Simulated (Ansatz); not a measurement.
**WSe2 (1T monolayer type, one sheet): Wannier inputs, tried as typed**

Aim: run 5 Wannier inputs for WSe2 (1T monolayer type, one sheet) as typed, and read from each log whether it ends well.

Program: Ansatz 0.2.0. Level of theory: plane waves, PAW; the settings change from run to run, as each input shows. These are calculated values, not measurements.

2 further runs of the same task are left out: 2 that didn't finish.

## Step 1: Starting point

Symmetry: P-3m1, No. 164, trigonal system. The conventional cell has a = 3.328 Å, b = 3.328 Å, c = 30.722 Å, α = 90.00°, β = 90.00°, γ = 120.00°. W (site symmetry -3m) has 6 Se at 2.55 Å as nearest neighbours. Se (site symmetry 3m) is surrounded by 3 W at 2.55 Å.

As a file:

```
CELL_PARAMETERS angstrom
3.32785 0.00000 0.00000
-1.66392 2.88200 0.00000
0.00000 0.00000 30.72193
ATOMIC_POSITIONS crystal
W 0.00000 0.00000 0.29295
Se 0.33333 0.66667 0.34740
Se 0.66667 0.33333 0.23850
```

Cell and atoms come from an earlier r2SCAN relaxation. No spin polarisation is used; should the compound be magnetic, its bands and low-energy spectrum would differ. The cell holds one sheet and vacuum, and is periodic in the plane alone; ε, where given, is a mean over the whole height of the cell, so ε₂ and ε₁ − 1 scale inversely with that height and aren't the sheet's own values. No run includes spin-orbit coupling, which matters for W.

## Step 2: Input 1

Contents of input.yaml:

```yaml
crystal:
  lattice:
    - [3.3278450355, 0.0, 0.0]
    - [-1.6639225177, 2.8819983406, 0.0]
    - [0.0, 0.0, 30.7219297216]
  atoms:
    - { symbol: W, position: [0.0, 0.0, 0.2929503479] }
    - { symbol: Se, position: [0.3333333333, 0.6666666667, 0.3473974056] }
    - { symbol: Se, position: [0.6666666667, 0.3333333333, 0.2385032902] }
  periodic: [true, true, false]
kpoints:
  mp_grid: { grid: [9, 9, 1] }
  band_path:
    path:
      - [0, 0, 0]
      - [0.5, 0, 0]
      - [0.3333333333333, 0.3333333333333, 0]
      - [0, 0, 0]
    npoints: 10
hamiltonian:
  xc: pbe
scf:
  occupations: { method: fermi_dirac, width: 0.02 }
  n_extra_bands: 6
output:
  forces: false
  stress: false
  eigenvalues: true
  wannier:
    kmesh: [6, 6, 1]
    projections: [{ species: Se, l: s, shell: 4 }, { species: Se, l: p, shell: 4 }]
    minimise: true
    write_hr: true
    conv_tol: 1.0e-08
    max_iter: 3000
```

On the command line:

```console
ansatz run input.yaml --threads 4 --pin off --max-ram 5529MiB --backend cpu --events-out ev --progress --plain --runs-dir out
```

What it wrote, cut to the lines that bear on the results:

```text
Warning: RAYON_NUM_THREADS=4 ignored (pool sized by the plan → 4); use --threads N
scf.n_extra_bands = 6 over 23 filled bands (N_el = 46.0): the run solves 29 bands
[...]
Pseudopotentials: kind: paw
Pseudopotential: W, paw, valence charge 14, recommended cutoff 420 eV (normal), W.paw.azcp
Pseudopotential: Se, paw, valence charge 16, recommended cutoff 420 eV (normal), Se.paw.azcp
Functional definition: PBE
[...]
Crystal: 3 atoms, lattice volume = 294.649 Å³
Basis set: ecut = 420 eV, 5827 PW (Γ)
Bands: 29, of which v1, the nominal top of the filled ones, is band 23 counted from 1 (22 counted from 0)
Symmetry: 12 space group operations
Space group: P-3m1 (ITA 164), of the structure as read, at distance tolerance 6.7e-5 Å
k-points: 12 of 81
[...]
SCF iter   1: F=—  HF=-21323.870249 eV  |F-HF|=—  |Δ(HF+E_count)|=         —  Δρ=1.66e-3  dr2=4.91e-3  ethr=1.77e-3  ⟨swp⟩=13.8  Hψ=2320  notcnv=0  defer=1
[...]
SCF iter   6: F=-21323.868232 eV  HF=-21323.868232 eV  |F-HF|=1.33e-8  |Δ(HF+E_count)|=   2.37e-7  Δρ=2.22e-6  dr2=3.14e-8  ethr=2.08e-10  ⟨swp⟩=11.0  Hψ=1645  notcnv=0
[...]
NSCF: frozen V_eff on 31 k-points
NSCF: frozen V_eff on 10 k-points
WARN: eigensolver did not converge (k=0): 2 band(s) unlocked after 20 sweeps at ethr=1.95e-12 eV (storage-precision floor; scheduled 1.00e-12 eV) (lowest unlocked band 27, counted from 0; max residual 1.40e-2 eV among the unlocked bands, 1.40e-2 eV over every band; other slots of this [...]
WARN: eigensolver did not converge in 10 slots of this pass, the one above among them; of largest residual over every band (k=6): 2 band(s) unlocked (lowest unlocked band 27, counted from 0; max residual 2.48e-2 eV among the unlocked bands, 2.48e-2 eV over every band); of lowest unlocked [...]
the Wannier pass solved 10 of the 36 points of its mesh, and has the states at the others by symmetry: states obtained by the crystal's operations at points that were solved too leave a residual of 2.80e-13 eV (read by the count's bands and the next), within 6.67e-6 eV
NSCF: frozen V_eff on 10 k-points
the Wannier pass solved 10 of the 36 points of its mesh, and has the states at the others by symmetry: states obtained by the crystal's operations at points that were solved too leave a residual of 4.24e-13 eV (read by the count's bands and the next), within 6.67e-6 eV
SCF converged after 6 iterations
Free energy (F): -21323.868232 eV
[...]
E sigma→0 (E₀):  -21323.867271 eV
Entropy (-TS):   -0.001923 eV (-0.641 meV/atom)
Fermi energy:    -4.323760 eV
[...]
--- Band table (eV; the first three rows and the last of 12) ---
[...]
  ° read free of the cell's end (the report's vacuum.weakly_bound_levels)
Wannier search: line search 1 of at most 3000: gauge-dependent spread (as the search counts it) 4.0116097 Å², largest recent change 9.7e-1 Å² and fall left 1.3e-1 Å² against conv_tol 1.0e-8 Å², 0 stops escaped
```

Wall time 9.8 s (4 threads of Arm Neoverse V1, shared host); peak memory 0.62 GiB.

The run ended, but the log doubts its result. The cause: the eigensolver left some bands unconverged. The analysis is set aside.

## Step 3: Input 2

Changes to input.yaml since step 2:

```diff
@@ -29,3 +29,3 @@
   wannier:
-    kmesh: [6, 6, 1]
+    kmesh: [12, 12, 1]
     projections: [{ species: Se, l: s, shell: 4 }, { species: Se, l: p, shell: 4 }]
```

On the command line:

```console
ansatz run input.yaml --threads 4 --pin off --max-ram 5529MiB --backend cpu --events-out ev --progress --plain --runs-dir out
```

What it wrote, cut to the lines that bear on the results:

```text
Warning: RAYON_NUM_THREADS=4 ignored (pool sized by the plan → 4); use --threads N
scf.n_extra_bands = 6 over 23 filled bands (N_el = 46.0): the run solves 29 bands
[...]
Pseudopotentials: kind: paw
Pseudopotential: W, paw, valence charge 14, recommended cutoff 420 eV (normal), W.paw.azcp
Pseudopotential: Se, paw, valence charge 16, recommended cutoff 420 eV (normal), Se.paw.azcp
Functional definition: PBE
[...]
Crystal: 3 atoms, lattice volume = 294.649 Å³
Basis set: ecut = 420 eV, 5827 PW (Γ)
Bands: 29, of which v1, the nominal top of the filled ones, is band 23 counted from 1 (22 counted from 0)
Symmetry: 12 space group operations
Space group: P-3m1 (ITA 164), of the structure as read, at distance tolerance 6.7e-5 Å
k-points: 12 of 81
[...]
SCF iter   1: F=—  HF=-21323.870249 eV  |F-HF|=—  |Δ(HF+E_count)|=         —  Δρ=1.66e-3  dr2=4.91e-3  ethr=1.77e-3  ⟨swp⟩=13.8  Hψ=2320  notcnv=0  defer=1
[...]
SCF iter   6: F=-21323.868232 eV  HF=-21323.868232 eV  |F-HF|=1.33e-8  |Δ(HF+E_count)|=   2.37e-7  Δρ=2.22e-6  dr2=3.14e-8  ethr=2.08e-10  ⟨swp⟩=11.0  Hψ=1645  notcnv=0
[...]
NSCF: frozen V_eff on 31 k-points
NSCF: frozen V_eff on 22 k-points
[...]
WARN: eigensolver did not converge (k=0): 2 band(s) unlocked after 20 sweeps at ethr=1.95e-12 eV (storage-precision floor; scheduled 1.00e-12 eV) (lowest unlocked band 27, counted from 0; max residual 1.40e-2 eV among the unlocked bands, 1.40e-2 eV over every band; other slots of this [...]
WARN: eigensolver did not converge in 22 slots of this pass, the one above among them; of largest residual over every band (k=17): 2 band(s) unlocked (lowest unlocked band 27, counted from 0; max residual 2.10e-1 eV among the unlocked bands, 2.10e-1 eV over every band); of lowest unlocked [...]
the Wannier pass solved 22 of the 144 points of its mesh, and has the states at the others by symmetry: states obtained by the crystal's operations at points that were solved too leave a residual of 3.42e-13 eV (read by the count's bands and the next), within 1.11e-5 eV
NSCF: frozen V_eff on 22 k-points
the Wannier pass solved 22 of the 144 points of its mesh, and has the states at the others by symmetry: states obtained by the crystal's operations at points that were solved too leave a residual of 2.92e-13 eV (read by the count's bands and the next), within 1.11e-5 eV
SCF converged after 6 iterations
Free energy (F): -21323.868232 eV
[...]
E sigma→0 (E₀):  -21323.867271 eV
Entropy (-TS):   -0.001923 eV (-0.641 meV/atom)
Fermi energy:    -4.323760 eV
[...]
--- Band table (eV; the first three rows and the last of 12) ---
[...]
  ° read free of the cell's end (the report's vacuum.weakly_bound_levels)
Wannier search: line search 1 of at most 3000: gauge-dependent spread (as the search counts it) 4.1886312 Å², largest recent change 1.1e0 Å² and fall left 6.2e-2 Å² against conv_tol 1.0e-8 Å², 0 stops escaped
```

Run time: 18 s. Hardware: 4 threads of Arm Neoverse V1, shared host; peak memory 0.82 GiB.

The run ended, but the log doubts its result. The cause: the eigensolver left some bands unconverged. The analysis is set aside.

## Step 4: Input 3

Changes to input.yaml since step 3:

```diff
@@ -29,4 +29,4 @@
   wannier:
-    kmesh: [12, 12, 1]
-    projections: [{ species: Se, l: s, shell: 4 }, { species: Se, l: p, shell: 4 }]
+    kmesh: [6, 6, 1]
+    projections: [{ species: Se, l: p, shell: 4 }]
     minimise: true
```

On the command line:

```console
ansatz run input.yaml --threads 4 --pin off --max-ram 5529MiB --backend cpu --events-out ev --progress --plain --runs-dir out
```

What it wrote, cut to the lines that bear on the results:

```text
Warning: RAYON_NUM_THREADS=4 ignored (pool sized by the plan → 4); use --threads N
scf.n_extra_bands = 6 over 23 filled bands (N_el = 46.0): the run solves 29 bands
[...]
Pseudopotentials: kind: paw
Pseudopotential: W, paw, valence charge 14, recommended cutoff 420 eV (normal), W.paw.azcp
Pseudopotential: Se, paw, valence charge 16, recommended cutoff 420 eV (normal), Se.paw.azcp
Functional definition: PBE
[...]
Crystal: 3 atoms, lattice volume = 294.649 Å³
Basis set: ecut = 420 eV, 5827 PW (Γ)
Bands: 29, of which v1, the nominal top of the filled ones, is band 23 counted from 1 (22 counted from 0)
Symmetry: 12 space group operations
Space group: P-3m1 (ITA 164), of the structure as read, at distance tolerance 6.7e-5 Å
k-points: 12 of 81
[...]
SCF iter   1: F=—  HF=-21323.870249 eV  |F-HF|=—  |Δ(HF+E_count)|=         —  Δρ=1.66e-3  dr2=4.91e-3  ethr=1.77e-3  ⟨swp⟩=13.8  Hψ=2320  notcnv=0  defer=1
[...]
SCF iter   6: F=-21323.868232 eV  HF=-21323.868232 eV  |F-HF|=1.33e-8  |Δ(HF+E_count)|=   2.37e-7  Δρ=2.22e-6  dr2=3.14e-8  ethr=2.08e-10  ⟨swp⟩=11.0  Hψ=1645  notcnv=0
[...]
NSCF: frozen V_eff on 31 k-points
NSCF: frozen V_eff on 10 k-points
[...]
WARN: eigensolver did not converge (k=0): 2 band(s) unlocked after 20 sweeps at ethr=1.95e-12 eV (storage-precision floor; scheduled 1.00e-12 eV) (lowest unlocked band 27, counted from 0; max residual 1.40e-2 eV among the unlocked bands, 1.40e-2 eV over every band; other slots of this [...]
WARN: eigensolver did not converge in 10 slots of this pass, the one above among them; of largest residual over every band (k=6): 2 band(s) unlocked (lowest unlocked band 27, counted from 0; max residual 2.48e-2 eV among the unlocked bands, 2.48e-2 eV over every band); of lowest unlocked [...]
the Wannier pass solved 10 of the 36 points of its mesh, and has the states at the others by symmetry: states obtained by the crystal's operations at points that were solved too leave a residual of 2.80e-13 eV (read by the count's bands and the next), within 6.67e-6 eV
NSCF: frozen V_eff on 10 k-points
the Wannier pass solved 10 of the 36 points of its mesh, and has the states at the others by symmetry: states obtained by the crystal's operations at points that were solved too leave a residual of 2.58e-13 eV (read by the count's bands and the next), within 6.67e-6 eV
SCF converged after 6 iterations
Free energy (F): -21323.868232 eV
[...]
E sigma→0 (E₀):  -21323.867271 eV
Entropy (-TS):   -0.001923 eV (-0.641 meV/atom)
Fermi energy:    -4.323760 eV
[...]
--- Band table (eV; the first three rows and the last of 12) ---
[...]
  ° read free of the cell's end (the report's vacuum.weakly_bound_levels)
Wannier search: line search 1 of at most 3000: gauge-dependent spread (as the search counts it) 0.6586167 Å², largest recent change 5.5e-2 Å² and fall left 7.4e-5 Å² against conv_tol 1.0e-8 Å², 0 stops escaped
```

It took 9.3 s on 4 threads of Arm Neoverse V1, shared host; peak memory 0.62 GiB.

The run ended, but the log doubts its result. The cause: the eigensolver left some bands unconverged. The analysis is set aside.

## Step 5: Input 4

Changes to input.yaml since step 4:

```diff
@@ -30,3 +30,3 @@
     kmesh: [6, 6, 1]
-    projections: [{ species: Se, l: p, shell: 4 }]
+    projections: [{ species: W, l: d, shell: 5 }, { species: Se, l: p, shell: 4 }]
     minimise: true
```

On the command line:

```console
ansatz run input.yaml --threads 4 --pin off --max-ram 5529MiB --backend cpu --events-out ev --progress --plain --runs-dir out
```

What it wrote, cut to the lines that bear on the results:

```text
Warning: RAYON_NUM_THREADS=4 ignored (pool sized by the plan → 4); use --threads N
scf.n_extra_bands = 6 over 23 filled bands (N_el = 46.0): the run solves 29 bands
[...]
Pseudopotentials: kind: paw
Pseudopotential: W, paw, valence charge 14, recommended cutoff 420 eV (normal), W.paw.azcp
Pseudopotential: Se, paw, valence charge 16, recommended cutoff 420 eV (normal), Se.paw.azcp
Functional definition: PBE
[...]
Crystal: 3 atoms, lattice volume = 294.649 Å³
Basis set: ecut = 420 eV, 5827 PW (Γ)
Bands: 29, of which v1, the nominal top of the filled ones, is band 23 counted from 1 (22 counted from 0)
Symmetry: 12 space group operations
Space group: P-3m1 (ITA 164), of the structure as read, at distance tolerance 6.7e-5 Å
k-points: 12 of 81
[...]
SCF iter   1: F=—  HF=-21323.870249 eV  |F-HF|=—  |Δ(HF+E_count)|=         —  Δρ=1.66e-3  dr2=4.91e-3  ethr=1.77e-3  ⟨swp⟩=13.8  Hψ=2320  notcnv=0  defer=1
[...]
SCF iter   6: F=-21323.868232 eV  HF=-21323.868232 eV  |F-HF|=1.33e-8  |Δ(HF+E_count)|=   2.37e-7  Δρ=2.22e-6  dr2=3.14e-8  ethr=2.08e-10  ⟨swp⟩=11.0  Hψ=1645  notcnv=0
[...]
NSCF: frozen V_eff on 31 k-points
NSCF: frozen V_eff on 10 k-points
[...]
WARN: eigensolver did not converge (k=0): 2 band(s) unlocked after 20 sweeps at ethr=1.95e-12 eV (storage-precision floor; scheduled 1.00e-12 eV) (lowest unlocked band 27, counted from 0; max residual 1.40e-2 eV among the unlocked bands, 1.40e-2 eV over every band; other slots of this [...]
WARN: eigensolver did not converge in 10 slots of this pass, the one above among them; of largest residual over every band (k=6): 2 band(s) unlocked (lowest unlocked band 27, counted from 0; max residual 2.48e-2 eV among the unlocked bands, 2.48e-2 eV over every band); of lowest unlocked [...]
the Wannier pass solved 10 of the 36 points of its mesh, and has the states at the others by symmetry: states obtained by the crystal's operations at points that were solved too leave a residual of 2.80e-13 eV (read by the count's bands and the next), within 6.67e-6 eV
NSCF: frozen V_eff on 10 k-points
the Wannier pass solved 10 of the 36 points of its mesh, and has the states at the others by symmetry: states obtained by the crystal's operations at points that were solved too leave a residual of 4.93e-13 eV (read by the count's bands and the next), within 6.67e-6 eV
SCF converged after 6 iterations
Free energy (F): -21323.868232 eV
[...]
E sigma→0 (E₀):  -21323.867271 eV
Entropy (-TS):   -0.001923 eV (-0.641 meV/atom)
Fermi energy:    -4.323760 eV
[...]
--- Band table (eV; the first three rows and the last of 12) ---
[...]
  ° read free of the cell's end (the report's vacuum.weakly_bound_levels)
Wannier search: line search 1 of at most 3000: gauge-dependent spread (as the search counts it) 1.9145564 Å², largest recent change 2.8e-1 Å² and fall left 6.3e-4 Å² against conv_tol 1.0e-8 Å², 0 stops escaped
```

It took 10 s on 4 threads of Arm Neoverse V1, shared host; peak memory 0.62 GiB.

The run ended, but the log doubts its result. The cause: the eigensolver left some bands unconverged. The analysis is set aside.

## Step 6: Input 5

Changes to input.yaml since step 5:

```diff
@@ -23,3 +23,3 @@
   occupations: { method: fermi_dirac, width: 0.02 }
-  n_extra_bands: 6
+  n_extra_bands: 11
 output:
@@ -35 +35,6 @@
     max_iter: 3000
+    disentanglement: { window: [-13.83, 5.17], frozen_window: [-9.83, -2.83] }
+  write_density: true
+  write_potential: true
+  elf: true
+  volumetric_format: npy
```

On the command line:

```console
ansatz run input.yaml --threads 4 --pin off --max-ram 5529MiB --backend cpu --events-out ev --progress --plain --runs-dir out
```

What it wrote, cut to the lines that bear on the results:

```text
Warning: RAYON_NUM_THREADS=4 ignored (pool sized by the plan → 4); use --threads N
scf.n_extra_bands = 11 over 23 filled bands (N_el = 46.0): the run solves 34 bands
[...]
Pseudopotentials: kind: paw
Pseudopotential: W, paw, valence charge 14, recommended cutoff 420 eV (normal), W.paw.azcp
Pseudopotential: Se, paw, valence charge 16, recommended cutoff 420 eV (normal), Se.paw.azcp
Functional definition: PBE
[...]
Crystal: 3 atoms, lattice volume = 294.649 Å³
Basis set: ecut = 420 eV, 5827 PW (Γ)
Bands: 34, of which v1, the nominal top of the filled ones, is band 23 counted from 1 (22 counted from 0)
Symmetry: 12 space group operations
Space group: P-3m1 (ITA 164), of the structure as read, at distance tolerance 6.7e-5 Å
k-points: 12 of 81
[...]
SCF iter   1: F=—  HF=-21323.869243 eV  |F-HF|=—  |Δ(HF+E_count)|=         —  Δρ=1.68e-3  dr2=5.13e-3  ethr=1.77e-3  ⟨swp⟩=12.3  Hψ=2770  notcnv=0  defer=10
[...]
SCF iter   6: F=-21323.868232 eV  HF=-21323.868232 eV  |F-HF|=1.13e-9  |Δ(HF+E_count)|=   1.64e-7  Δρ=9.33e-7  dr2=4.59e-9  ethr=1.56e-10  ⟨swp⟩=14.9  Hψ=2469  notcnv=0
[...]
NSCF: frozen V_eff on 31 k-points
NSCF: frozen V_eff on 10 k-points
WARN: eigensolver did not converge (k=3): 2 band(s) unlocked after 2 eigensolves, warm-restarted (20 sweeps on the last) at ethr=2.27e-12 eV (storage-precision floor; scheduled 1.00e-12 eV) (lowest unlocked band 32, counted from 0; max residual 5.22e-5 eV among the unlocked bands, 5.22e-5 [...]
WARN: eigensolver did not converge in 3 slots of this pass, the one above among them; of largest residual over every band (k=8): 2 band(s) unlocked (lowest unlocked band 32, counted from 0; max residual 1.49e-4 eV among the unlocked bands, 1.49e-4 eV over every band); of lowest unlocked [...]
the Wannier pass solved 10 of the 36 points of its mesh, and has the states at the others by symmetry: states obtained by the crystal's operations at points that were solved too leave a residual of 2.20e-13 eV (read by the count's bands and the next), within 6.67e-6 eV
NSCF: frozen V_eff on 10 k-points
the Wannier pass solved 10 of the 36 points of its mesh, and has the states at the others by symmetry: states obtained by the crystal's operations at points that were solved too leave a residual of 5.76e-13 eV (read by the count's bands and the next), within 6.67e-6 eV
WARN: The output density's exchange-correlation potential varies sharply where the density is thin. Do not read a vacuum level from v_tot or v_xc, or from such a field of the output density. On a cell that repeats whose density bears no net charge and no dipole along the vacuum's axis use [...]
SCF converged after 6 iterations
Free energy (F): -21323.868232 eV
[...]
E sigma→0 (E₀):  -21323.867271 eV
Entropy (-TS):   -0.001923 eV (-0.641 meV/atom)
Fermi energy:    -4.323911 eV
[...]
--- Band table (eV; the first three rows and the last of 12) ---
[...]
  ° read free of the cell's end (the report's vacuum.weakly_bound_levels)
Wannier search: line search 1 of at most 3000: gauge-dependent spread (as the search counts it) 1.1698244 Å², largest recent change 2.5e-1 Å² and fall left 1.9e-4 Å² against conv_tol 1.0e-8 Å², 0 stops escaped
WARN: <dir> 44 periodic images of 44 elements of H(R) lie 4.88e-4 to 1.95e-3 Å beyond their element's nearest image, near the 9.77e-4 Å window within which an element is shared among its images; whether they share it moves the interpolated H(k) by 1.1e-2 eV (Frobenius norm, root mean [...]
```

It took 15 s on 4 threads of Arm Neoverse V1, shared host; peak memory 0.68 GiB.

The run ended, but the log doubts its result. The cause: the eigensolver left some bands unconverged. The analysis is set aside.

## Step 7: Summary

```tsv
input	settings	ended	fault	time
1	PBE, 8 functions, 6×6×1	ended with warnings	the eigensolver left some bands unconverged	9.8 s
2	PBE, 8 functions, 12×12×1	ended with warnings	the eigensolver left some bands unconverged	18 s
3	PBE, 6 functions, 6×6×1	ended with warnings	the eigensolver left some bands unconverged	9.3 s
4	PBE, 11 functions, 6×6×1	ended with warnings	the eigensolver left some bands unconverged	10 s
5	PBE, 11 functions, 6×6×1, window -13.83 to 5.17 eV, frozen -9.83 to -2.83 eV	ended with warnings	the eigensolver left some bands unconverged	15 s
```

5 ended with warnings. No run passed without a fault or warning, so no result is quoted.
